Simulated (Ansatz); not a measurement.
**TiPt3: one candidate structure**

Aim: relax TiPt3 from this start, structure listed in a database for this formula (P6_3/mmc, No. 194), and see where it ends.

Method: DFT PBE, scalar-relativistic, plane waves, PAW, in Ansatz 0.2.0.

## Step 1: The starting structure

The structure is hexagonal, space group P6_3/mmc (No. 194). The conventional cell has a = 5.574 Å, b = 5.574 Å, c = 4.491 Å, α = 90.00°, β = 90.00°, γ = 120.00°. Ti (site symmetry -6m2) is surrounded by 12 Pt at 2.76 to 2.79 Å. Pt (site symmetry mm2) has 4 Ti at 2.76 to 2.79 Å and 8 Pt at 2.77 to 2.80 Å as nearest neighbours.

As a file:

```cif
data_structure
_symmetry_space_group_name_H-M 'P6_3/mmc'
_symmetry_Int_Tables_number 194
_cell_length_a 5.5737
_cell_length_b 5.5737
_cell_length_c 4.4908
_cell_angle_alpha 90.000
_cell_angle_beta 90.000
_cell_angle_gamma 120.000
_cell_volume 120.82
loop_
_atom_site_label
_atom_site_type_symbol
_atom_site_symmetry_multiplicity
_atom_site_Wyckoff_symbol
_atom_site_fract_x
_atom_site_fract_y
_atom_site_fract_z
_atom_site_occupancy
Ti1 Ti 2 d 0.33333 0.66667 0.75000 1
Pt1 Pt 6 h 0.16721 0.33442 0.25000 1
```

## Step 2: Quick check of gap, pressure and forces

File input.yaml:

```yaml
crystal:
  lattice:
    - [5.5736799364, 0.0, 0.0]
    - [-2.7868399682, 4.8269484175, 0.0]
    - [0.0, 0.0, 4.49078659]
  atoms:
    - { symbol: Ti, position: [0.33333333, 0.66666667, 0.75] }
    - { symbol: Ti, position: [0.66666667, 0.33333333, 0.25] }
    - { symbol: Pt, position: [0.1672083, 0.33441659, 0.25] }
    - { symbol: Pt, position: [0.66558341, 0.8327917, 0.25] }
    - { symbol: Pt, position: [0.1672083, 0.8327917, 0.25] }
    - { symbol: Pt, position: [0.8327917, 0.66558341, 0.75] }
    - { symbol: Pt, position: [0.33441659, 0.1672083, 0.75] }
    - { symbol: Pt, position: [0.8327917, 0.1672083, 0.75] }
basis:
  ecutwfc: 420
kpoints:
  mp_grid: { grid: [6, 6, 4] }
hamiltonian:
  xc: pbe
scf:
  occupations: { method: gaussian, width: 0.1 }
  lower_state_search: "off"
output:
  forces: true
  stress: true
  eigenvalues: true
```

Launch:

```
> ansatz run input.yaml --threads 1 --pin off --max-ram 2560MiB --backend cpu --events-out ev --progress --plain --runs-dir out
```

What it wrote, shortened:

```text
[...]
SCF converged after 6 iterations
Free energy (F): -80144.218470 eV
[...]
E sigma→0 (E₀):  -80144.212910 eV
Entropy (-TS):   -0.011120 eV (-1.390 meV/atom)
Fermi energy:    21.723779 eV
[...]
--- Forces (eV/Å), atoms counted from 1 ---
  atom   1  Ti     0.00000000    -0.00000000     0.00000000
  atom   2  Ti     0.00000000     0.00000000     0.00000000
  atom   3  Pt     0.00000000     0.04281924     0.00000000
  atom   4  Pt    -0.03708255    -0.02140962     0.00000000
  atom   5  Pt     0.03708255    -0.02140962     0.00000000
  atom   6  Pt     0.00000000    -0.04281924     0.00000000
  atom   7  Pt     0.03708255     0.02140962     0.00000000
  atom   8  Pt    -0.03708255     0.02140962     0.00000000
[...]
--- Stress (GPa, compression-positive) ---
        4.247831      -0.000000       0.000000
        0.000000       4.247831       0.000000
        0.000000       0.000000       5.024692
  P = ⅓ Tr σ = 4.5068 GPa (45.068 kbar)
--- Band table (eV; the first three rows and the last of 21) ---
[...]
```

It took 8.4 s on 1 thread of Arm Neoverse V2, shared host; peak memory 0.46 GiB.

From the probe: pressure 4.5 GPa, largest force 0.04 eV/Å, gap on this mesh none (metal). With stress or forces this large, a rough relaxation on a coarse mesh goes ahead of the careful one.

## Step 3: Coarse relaxation

input.yaml: that of step 2 with these lines changed.

```diff
@@ -27 +27,6 @@
   eigenvalues: true
+relax:
+  adjacent_minimum: "off"
+  f_tol: 0.04
+  max_steps: 70
+  cell: { stress_tol: 0.4 }
```

Launch:

```
> ansatz run input.yaml --threads 1 --pin off --max-ram 2560MiB --backend cpu --events-out ev --progress --plain --runs-dir out
```

What it wrote:

```text
Warning: RAYON_NUM_THREADS=1 ignored (pool sized by the plan → 1); use --threads N
Engine: ansatz 0.2.0, aarch64-unknown-linux-gnu
Pseudopotentials: kind: paw
Pseudopotential: Ti, paw, valence charge 12, recommended cutoff 420 eV (normal), Ti.paw.azcp
Pseudopotential: Pt, paw, valence charge 18, recommended cutoff 420 eV (normal), Pt.paw.azcp
Functional definition: PBE
  parameter kappa = 0.804
  parameter beta = 0.06672455060314922
  exchange = pbe_x(kappa = kappa, mu = beta*pi^2/3)
  correlation = pbe_c(beta = beta)
Crystal: 8 atoms, lattice volume = 120.820 Å³
Basis set: ecut = 420 eV, 2343 PW (Γ), exchange–correlation on 80×80×64 points (8 copies of the dense FFT grid, shifted against one another)
Bands: 80, of which v1, the nominal top of the filled ones, is band 66 counted from 1 (65 counted from 0)
Symmetry: 24 space group operations
Space group: P63/mmc (ITA 194), of the structure as read, at distance tolerance 4.9e-5 Å
k-points: 21 of 144
Non-local potential: Ti, projectors of the file, l = 0: 3, l = 1: 2, l = 2: 3, l = 3: 1
Non-local potential: Pt, projectors of the file, l = 0: 3, l = 1: 2, l = 2: 2, l = 3: 1
PAW form: soft (Blöchl's): semilocal exchange-correlation on the pseudo side does not see the compensation charge
PAW one-centre angular grid: Ti, 590 points (default); XC on 64 Gauss nodes
PAW one-centre angular grid: Pt, 590 points (default); XC on 64 Gauss nodes
Initial density: superposition of atomic densities (neutral atoms: chi_scale 0, normalization atom), corrected by the library's trained network
Initial wavefunctions: pseudopotential atomic-orbital guess
Functional: x = pbe(κ = 0.804, μ = 0.2195149727645171), c = pbe(β = 0.06672455060314922)
SCF iter   1: F=—  HF=-80144.208133 eV  |F-HF|=—  |Δ(HF+E_count)|=         —  Δρ=6.68e-3  dr2=1.80e-2  ethr=1.77e-3  ⟨swp⟩=5.0  Hψ=5161  notcnv=0  defer=2
preconditioner: auto → Kerker (q_TF=auto, 2.769 Å⁻¹)  [metal: Δε(μ)=0.038 eV  Ē_g=5.922 eV  σ=0.100 eV  W_gap=0.21  n_scr=44 (ndim 8)  ℏωp=27.9 eV  f_vac=0.000  D(μ)=2.14/eV (n_scr^D=8)]
SCF iter   2: F=—  HF=-80144.216464 eV  |F-HF|=—  |Δ(HF+E_count)|=   8.33e-3  Δρ=3.75e-3  dr2=6.08e-3  ethr=1.36e-5  ⟨swp⟩=2.0  Hψ=2393  notcnv=0  defer=2
SCF iter   3: F=—  HF=-80144.218498 eV  |F-HF|=—  |Δ(HF+E_count)|=   2.03e-3  Δρ=3.79e-4  dr2=9.90e-5  ethr=4.60e-6  ⟨swp⟩=2.0  Hψ=2252  notcnv=0  defer=2
SCF iter   4: F=—  HF=-80144.218470 eV  |F-HF|=—  |Δ(HF+E_count)|=   2.79e-5  Δρ=6.65e-5  dr2=6.92e-6  ethr=7.50e-8  ⟨swp⟩=2.0  Hψ=2246  notcnv=0  defer=2
SCF iter   5: F=—  HF=-80144.218470 eV  |F-HF|=—  |Δ(HF+E_count)|=   3.29e-7  Δρ=2.22e-5  dr2=8.08e-7  ethr=5.24e-9  ⟨swp⟩=2.0  Hψ=2194  notcnv=0  defer=2
SCF iter   6: F=-80144.218470 eV  HF=-80144.218470 eV  |F-HF|=2.25e-8  |Δ(HF+E_count)|=   1.28e-7  Δρ=5.71e-6  dr2=4.51e-8  ethr=7.58e-11  ⟨swp⟩=7.1  Hψ=5994  notcnv=0
SCF 1 converged in 6 iterations: F = -80144.218470 eV  dr2 = 4.51e-8
relax step   1: F+E_penalty+E_count = -80144.21846971 eV  Δ(F+E_penalty+E_count) = +0.000e0 eV  max|allowed force component| = 4.282e-2 eV/Å  Δτ_max = 0.0000 Å  P = +4.507 GPa  Ω = 120.820 Å³  (6 SCF iters, dr2 threshold 1.00e-7 eV, accepted)
Crystal: 8 atoms, lattice volume = 126.934 Å³
Basis set: ecut = 420 eV, 2451 PW (Γ), exchange–correlation on 80×80×64 points (8 copies of the dense FFT grid, shifted against one another)
Initial density: handed on by an earlier stage of this run
Initial wavefunctions: those handed on with the density
iter 1 solved again at ethr=6.30e-4 eV; its pass at ethr=3.10e-3 eV (dr2=8.32e-1 eV) is discarded
SCF iter   1: F=—  HF=-80144.247201 eV  |F-HF|=—  |Δ(HF+E_count)|=         —  Δρ=1.70e-2  dr2=8.36e-1  ethr=6.30e-4  ⟨swp⟩=1.1  Hψ=6482  notcnv=0
preconditioner: auto → Kerker (q_TF=auto, 2.746 Å⁻¹)  [metal: Δε(μ)=0.034 eV  Ē_g=5.682 eV  σ=0.100 eV  W_gap=0.19  n_scr=44 (ndim 8)  ℏωp=27.2 eV  f_vac=0.000  D(μ)=1.67/eV (n_scr^D=8)]
SCF iter   2: F=—  HF=-80144.188947 eV  |F-HF|=—  |Δ(HF+E_count)|=   5.83e-2  Δρ=9.26e-3  dr2=2.74e-1  ethr=6.30e-4  ⟨swp⟩=2.0  Hψ=1848  notcnv=0
SCF iter   3: F=—  HF=-80144.161968 eV  |F-HF|=—  |Δ(HF+E_count)|=   2.70e-2  Δρ=1.01e-3  dr2=1.77e-3  ethr=2.07e-4  ⟨swp⟩=1.1  Hψ=1686  notcnv=0
SCF iter   4: F=—  HF=-80144.161860 eV  |F-HF|=—  |Δ(HF+E_count)|=   1.08e-4  Δρ=2.58e-4  dr2=2.20e-4  ethr=1.34e-6  ⟨swp⟩=2.0  Hψ=2466  notcnv=0
SCF iter   5: F=—  HF=-80144.161788 eV  |F-HF|=—  |Δ(HF+E_count)|=   7.24e-5  Δρ=7.60e-5  dr2=8.72e-6  ethr=1.67e-7  ⟨swp⟩=1.6  Hψ=1877  notcnv=0
SCF iter   6: F=-80144.161786 eV  HF=-80144.161786 eV  |F-HF|=2.68e-7  |Δ(HF+E_count)|=   1.13e-6  Δρ=1.94e-5  dr2=5.93e-7  ethr=6.06e-10  ⟨swp⟩=6.1  Hψ=6192  notcnv=0
SCF 2 converged in 6 iterations: F = -80144.161786 eV  dr2 = 5.93e-7
relax step   2: F+E_penalty+E_count = -80144.16178613 eV  Δ(F+E_penalty+E_count) = +5.668e-2 eV  max|allowed force component| = 1.017e-1 eV/Å  Δτ_max = 0.0049 Å  P = -6.730 GPa  Ω = 126.934 Å³  energy of the carried Pulay correction = -2.454e-3 eV  (6 SCF iters, dr2 threshold 8.00e-7 eV, rejected (line search))
Crystal: 8 atoms, lattice volume = 123.199 Å³
Basis set: ecut = 420 eV, 2415 PW (Γ), exchange–correlation on 80×80×64 points (8 copies of the dense FFT grid, shifted against one another)
iter 1 solved again at ethr=2.66e-4 eV; its pass at ethr=3.10e-3 eV (dr2=3.51e-1 eV) is discarded
SCF iter   1: F=—  HF=-80144.278894 eV  |F-HF|=—  |Δ(HF+E_count)|=         —  Δρ=1.10e-2  dr2=3.32e-1  ethr=2.66e-4  ⟨swp⟩=1.0  Hψ=6567  notcnv=0
preconditioner: auto → Kerker (q_TF=auto, 2.760 Å⁻¹)  [metal: Δε(μ)=0.049 eV  Ē_g=5.697 eV  σ=0.100 eV  W_gap=0.26  n_scr=44 (ndim 8)  ℏωp=27.6 eV  f_vac=0.000  D(μ)=3.24/eV (n_scr^D=20)]
SCF iter   2: F=—  HF=-80144.259156 eV  |F-HF|=—  |Δ(HF+E_count)|=   1.97e-2  Δρ=6.12e-3  dr2=1.11e-1  ethr=2.51e-4  ⟨swp⟩=1.0  Hψ=1680  notcnv=0
SCF iter   3: F=—  HF=-80144.249017 eV  |F-HF|=—  |Δ(HF+E_count)|=   1.01e-2  Δρ=8.52e-4  dr2=2.40e-3  ethr=8.44e-5  ⟨swp⟩=1.0  Hψ=1680  notcnv=0
SCF iter   4: F=—  HF=-80144.248773 eV  |F-HF|=—  |Δ(HF+E_count)|=   2.44e-4  Δρ=1.74e-4  dr2=2.16e-5  ethr=1.82e-6  ⟨swp⟩=2.0  Hψ=2144  notcnv=0
SCF iter   5: F=—  HF=-80144.248721 eV  |F-HF|=—  |Δ(HF+E_count)|=   5.19e-5  Δρ=4.25e-5  dr2=5.94e-6  ethr=1.64e-8  ⟨swp⟩=2.5  Hψ=2474  notcnv=0
SCF iter   6: F=—  HF=-80144.248719 eV  |F-HF|=—  |Δ(HF+E_count)|=   1.74e-6  Δρ=9.09e-6  dr2=1.48e-7  ethr=4.50e-9  ⟨swp⟩=1.4  Hψ=1690  notcnv=0
SCF iter   7: F=—  HF=-80144.248719 eV  |F-HF|=—  |Δ(HF+E_count)|=   1.83e-8  Δρ=3.10e-6  dr2=1.68e-8  ethr=1.12e-10  ⟨swp⟩=2.4  Hψ=2687  notcnv=0
SCF iter   8: F=-80144.248719 eV  HF=-80144.248719 eV  |F-HF|=6.40e-10  |Δ(HF+E_count)|=   2.10e-9  Δρ=7.67e-7  dr2=9.48e-10  ethr=3.88e-12  ⟨swp⟩=4.0  Hψ=5187  notcnv=0
SCF 3 converged in 8 iterations: F = -80144.248719 eV  dr2 = 9.48e-10
relax step   3: F+E_penalty+E_count = -80144.24871920 eV  Δ(F+E_penalty+E_count) = -3.025e-2 eV  max|allowed force component| = 1.346e-2 eV/Å  Δτ_max = 0.0014 Å  P = -0.282 GPa  Ω = 123.199 Å³  energy of the carried Pulay correction = -9.698e-4 eV  (8 SCF iters, accepted)
Initial wavefunctions: pseudopotential atomic-orbital guess (no wavefunctions were taken with the density)
iter 1 solved again at ethr=2.48e-8 eV; its pass at ethr=3.10e-3 eV (dr2=3.27e-5 eV) is discarded
SCF iter   1: F=—  HF=-80144.249648 eV  |F-HF|=—  |Δ(HF+E_count)|=         —  Δρ=1.47e-4  dr2=1.06e-6  ethr=2.48e-8  ⟨swp⟩=3.1  Hψ=9171  notcnv=0
preconditioner: auto → Kerker (q_TF=auto, 2.760 Å⁻¹)  [metal: Δε(μ)=0.046 eV  Ē_g=5.770 eV  σ=0.100 eV  W_gap=0.25  n_scr=44 (ndim 8)  ℏωp=27.6 eV  f_vac=0.000  D(μ)=2.31/eV (n_scr^D=8)]
SCF iter   2: F=—  HF=-80144.249643 eV  |F-HF|=—  |Δ(HF+E_count)|=   5.49e-6  Δρ=7.48e-5  dr2=2.73e-7  ethr=8.00e-10  ⟨swp⟩=2.2  Hψ=2861  notcnv=0
iter 3 did not close the SCF: its close was put off for the readings that it lacked (scf_convergence_deferred on its scf_iter line)
SCF iter   3: F=-80144.249657 eV  HF=-80144.249657 eV  |F-HF|=7.25e-9  |Δ(HF+E_count)|=   1.46e-5  Δρ=2.15e-6  dr2=1.29e-9  ethr=2.07e-10  ⟨swp⟩=3.0  Hψ=3023  notcnv=0
iter 4 did not close the SCF: its close was put off for the readings that it lacked (scf_convergence_deferred on its scf_iter line)
SCF iter   4: F=-80144.249658 eV  HF=-80144.249658 eV  |F-HF|=0.00e0  |Δ(HF+E_count)|=   7.95e-9  Δρ=2.37e-7  dr2=4.37e-11  ethr=1.00e-12  ⟨swp⟩=1.0  Hψ=1680  notcnv=0
iter 5 did not close the SCF: its close was put off for the readings that it lacked (scf_convergence_deferred on its scf_iter line)
SCF iter   5: F=-80144.249658 eV  HF=-80144.249658 eV  |F-HF|=4.37e-11  |Δ(HF+E_count)|=    0.00e0  Δρ=5.02e-8  dr2=3.02e-12  ethr=1.00e-12  ⟨swp⟩=1.0  Hψ=1680  notcnv=0
iter 6 did not close the SCF: its close was put off for the readings that it lacked (scf_convergence_deferred on its scf_iter line)
SCF iter   6: F=-80144.249658 eV  HF=-80144.249658 eV  |F-HF|=0.00e0  |Δ(HF+E_count)|=    0.00e0  Δρ=1.06e-8  dr2=2.05e-13  ethr=1.00e-12  ⟨swp⟩=1.0  Hψ=1680  notcnv=0
SCF iter   7: F=-80144.249658 eV  HF=-80144.249658 eV  |F-HF|=0.00e0  |Δ(HF+E_count)|=  2.91e-11  Δρ=3.13e-9  dr2=1.39e-14  ethr=1.00e-12  ⟨swp⟩=1.0  Hψ=3444  notcnv=0
SCF 4 converged in 7 iterations: F = -80144.249658 eV  dr2 = 1.39e-14
relax step   4: F+E_penalty+E_count = -80144.24965750 eV  Δ(F+E_penalty+E_count) = -9.383e-4 eV  max|allowed force component| = 1.348e-2 eV/Å  Δτ_max = 0.0000 Å  P = -0.290 GPa  Ω = 123.199 Å³  stress off target by 3.18e-1 GPa  SCF on the basis re-selected at this cell (its energy is not comparable with the rows above)  (7 SCF iters)
basis re-selected at this cell: Δ(F+E_penalty+E_count) = -9.383e-4 eV, ΔP = -0.008 GPa vs the last step (what re-selecting the basis moved, of the pressure what is left beyond the Pulay correction that the steps carried, after the strain that the cell walked since its last selection, with what the two solves' SCF thresholds leave and, on support functions, any second-order correction that the steps lacked; it is no measure of the basis error at this ecutwfc). This SCF's stress stands 3.18e-1 GPa from its target on what of the cell is left free (relax.cell.stress_tol is 4.00e-1 GPa) and its largest allowed force component is 1.35e-2 eV/Å (relax.f_tol is 4.00e-2 eV/Å): within both
SCF converged after 7 iterations
Free energy (F): -80144.249658 eV
Harris-Foulkes:  -80144.249658 eV  (|F-HF|=0.00e0)
Internal energy: -80144.238094 eV  (E = F + TS)
E sigma→0 (E₀):  -80144.243876 eV
Entropy (-TS):   -0.011563 eV (-1.445 meV/atom)
Fermi energy:    21.174443 eV
--- Per-component energies (eV) ---
  E_band       = -1180.774654
  E_kinetic    = 4371.219691
  E_local      = -10796.540531  (includes V_loc(G=0)·N_el)
  E_nonlocal   = 1205.474441
  E_hartree    = 4087.936784
  E_xc         = -1770.725009
  E_vxc        = -2067.743058  (∫ρ·V_xc dr)
  E_paw        = -58815.864366  (= ΣΔE_a)
  E_vpaw       = -2069.060210  (= ΣTr[D̂ρ^β])
  E_aug_tail   = 0.001450  (compensation charges beyond the density's cutoff)
  E_ewald      = -18425.740555
  E_smearing   = -0.011563  (= −TS)
  E_closure    = 0.000000  (closes the sum)
  Σ components = -80144.249658   (vs F -80144.249658, Δ=0.00e0)
--- Forces (eV/Å), atoms counted from 1 ---
  atom   1  Ti     0.00000000     0.00000000    -0.00000000
  atom   2  Ti     0.00000000     0.00000000     0.00000000
  atom   3  Pt     0.00000000    -0.01347633    -0.00000000
  atom   4  Pt     0.01167085     0.00673817     0.00000000
  atom   5  Pt    -0.01167085     0.00673817     0.00000000
  atom   6  Pt     0.00000000     0.01347633     0.00000000
  atom   7  Pt    -0.01167085    -0.00673817    -0.00000000
  atom   8  Pt     0.01167085    -0.00673817    -0.00000000
  max |Σ_I F_I| component: 8.67e-18 eV/Å
--- Stress (GPa, compression-positive) ---
       -0.317630       0.000000       0.000000
        0.000000      -0.317630       0.000000
        0.000000       0.000000      -0.235430
  P = ⅓ Tr σ = -0.2902 GPa (-2.902 kbar)
--- Band table (eV; the first three rows and the last of 21) ---
  k-point 0: bands = ["-77.4558", "-77.4363", "-77.4363", "-77.4350", "-77.4261", "-77.4261", "-36.6014", "-36.5996", "-31.8587", "-31.8214", "-31.7920", "-31.7506", "-31.7506", "-31.7323", "-31.7323", "-31.7144", "-31.7144", "-31.6502", "-31.5690", "-31.5690", "-31.5430", "-31.5382", "-31.5382", "-31.5293", "-31.5293", "-31.5237", "-12.8567", "-12.8567", "-12.8468", "-12.8468", "-12.7782", "-12.7683", "11.6360", "14.4150", "14.8638", "14.9171", "14.9171", "14.9931", "14.9931", "15.1006", "15.3029", "15.7388", "15.7388", "17.1536", "17.4247", "17.4247", "17.6846", "17.8357", "17.8471", "17.8471", "18.0955", "18.0955", "18.5505", "18.5505", "18.6426", "18.6426", "19.1251", "19.1251", "19.2130", "19.2130", "19.7495", "20.1731", "20.9014", "20.9276", "21.1437", "21.2256", "22.3103", "22.3103", "22.4754", "22.4754", "22.4801", "22.4801", "23.0054", "23.0054", "23.8549", "23.8549", "24.4524", "24.8925", "24.8925", "25.6868"]
  k-point 1: bands = ["-77.4527", "-77.4381", "-77.4348", "-77.4348", "-77.4276", "-77.4276", "-36.6014", "-36.6002", "-31.8562", "-31.8331", "-31.7928", "-31.7928", "-31.7598", "-31.7598", "-31.7463", "-31.6463", "-31.6463", "-31.6346", "-31.5682", "-31.5682", "-31.5600", "-31.5588", "-31.5387", "-31.5387", "-31.5277", "-31.5277", "-12.8545", "-12.8545", "-12.8474", "-12.8474", "-12.7784", "-12.7717", "12.2150", "14.2682", "14.5798", "14.5798", "14.6978", "14.9813", "15.1723", "15.1723", "16.1371", "16.2812", "16.2812", "16.3397", "16.3397", "16.4648", "17.5806", "18.0476", "18.1138", "18.1138", "18.2863", "18.2863", "18.4154", "18.4154", "18.6559", "18.6559", "18.8064", "19.5111", "19.5111", "20.2565", "20.4945", "20.4945", "20.7354", "20.9563", "21.0201", "21.1892", "22.0925", "22.0925", "22.3870", "22.3870", "22.4262", "22.4262", "22.5338", "22.5338", "23.3318", "23.3318", "23.6867", "24.5740", "24.5740", "25.1032"]
  k-point 2: bands = ["-77.4454", "-77.4454", "-77.4312", "-77.4312", "-77.4312", "-77.4312", "-36.6011", "-36.6011", "-31.8472", "-31.8472", "-31.7973", "-31.7973", "-31.7973", "-31.7973", "-31.6505", "-31.6505", "-31.5968", "-31.5968", "-31.5837", "-31.5837", "-31.5837", "-31.5837", "-31.5356", "-31.5356", "-31.5356", "-31.5356", "-12.8502", "-12.8502", "-12.8502", "-12.8502", "-12.7768", "-12.7768", "13.5262", "13.5262", "14.8168", "14.8168", "14.8168", "14.8168", "14.8471", "14.8471", "16.1353", "16.1353", "16.1353", "16.1353", "16.1462", "16.1462", "17.7591", "17.7591", "18.0569", "18.0569", "18.0569", "18.0569", "18.7564", "18.7564", "19.3968", "19.3968", "19.3968", "19.3968", "20.1219", "20.1219", "20.1219", "20.1219", "21.1010", "21.1010", "21.5526", "21.5526", "21.7756", "21.7756", "21.7756", "21.7756", "22.5588", "22.5588", "22.5588", "22.5588", "23.5126", "23.5126", "23.5126", "23.5126", "23.5223", "23.5223"]
  k-point 20: bands = ["-77.4387", "-77.4387", "-77.4379", "-77.4379", "-77.4312", "-77.4312", "-36.6023", "-36.6023", "-31.7735", "-31.7735", "-31.7697", "-31.7697", "-31.7497", "-31.7497", "-31.6730", "-31.6730", "-31.6551", "-31.6551", "-31.6041", "-31.6041", "-31.5981", "-31.5981", "-31.5536", "-31.5536", "-31.5514", "-31.5514", "-12.8571", "-12.8571", "-12.8564", "-12.8564", "-12.7762", "-12.7762", "14.8947", "14.8947", "15.0002", "15.0002", "15.8288", "15.8288", "15.9475", "15.9475", "16.3237", "16.3237", "16.4107", "16.4107", "16.7147", "16.7147", "17.1399", "17.1399", "17.1634", "17.1634", "17.5184", "17.5184", "17.8356", "17.8356", "18.0460", "18.0460", "18.5819", "18.5819", "19.2593", "19.2593", "19.5197", "19.5197", "19.6905", "19.6905", "20.5639", "20.5639", "21.1320", "21.1320", "21.9985", "21.9985", "22.2702", "22.2702", "22.6706", "22.6706", "22.8437", "22.8437", "23.0560", "23.0560", "27.5295", "27.5295"]
--- Relaxed structure (3 steps of the walk, 2 accepted, 1 SCFs on fresh bases) ---
  F+E_penalty+E_count = -80144.24965750 eV   max|allowed force component| = 1.348e-2 eV/Å   (the final SCF, on the basis selected at the relaxed cell)
  cell:  # Å, volume = 123.1993 Å³
    - [5.606247718039526, 0.0, 0.0]
    - [-2.803123859019763, 4.8551529437307686, 0.0]
    - [0.0, 0.0, 4.526191932879418]
  atoms:
    - { symbol: Ti, position: [0.33333333333333326, 0.6666666666666665, 0.75] }
    - { symbol: Ti, position: [0.6666666666666667, 0.33333333333333326, 0.25] }
    - { symbol: Pt, position: [0.1673566892375722, 0.3347133784751444, 0.25] }
    - { symbol: Pt, position: [0.6652866215248556, 0.8326433107624277, 0.25] }
    - { symbol: Pt, position: [0.16735668923757213, 0.8326433107624277, 0.25] }
    - { symbol: Pt, position: [0.8326433107624277, 0.6652866215248554, 0.75] }
    - { symbol: Pt, position: [0.3347133784751444, 0.1673566892375722, 0.75] }
    - { symbol: Pt, position: [0.8326433107624278, 0.1673566892375722, 0.75] }
```

Wall time 48 s (1 thread of Arm Neoverse V2, shared host); peak memory 0.49 GiB.

Step by step:

| step | energy from step 1 (eV/cell) | largest force component (eV/Å) | pressure (GPa) | volume (Å³) |
| --- | --- | --- | --- | --- |
| 1 | 0.0000 | 0.0428 | 4.51 | 120.82 |
| 2 | 0.0567 | 0.1017 | -6.73 | 126.93 |
| 3 | -0.0302 | 0.0135 | -0.28 | 123.20 |
| 4 | -0.0312 | 0.0135 | -0.29 | 123.20 |

Step 1 is the start. Step 4 repeats the geometry before it on a plane-wave basis chosen anew for that cell, so its energy need not be comparable with the rows above. Step 2 was tried and not accepted.

|  | before | after | change |
| --- | --- | --- | --- |
| a (Å) | 5.574 | 5.606 | +0.6 % |
| b (Å) | 5.574 | 5.606 | +0.6 % |
| c (Å) | 4.491 | 4.526 | +0.8 % |
| volume (Å³/atom) | 15.10 | 15.40 | +2.0 % |
| shortest distance (Å) | 2.759 | 2.778 | +0.7 % |
| space group (0.01 Å) | P6_3/mmc | P6_3/mmc | same |

The run keeps the 24 symmetry operations of the start, so it could not have lowered the symmetry.

(Part 1 of 2 ends here.)
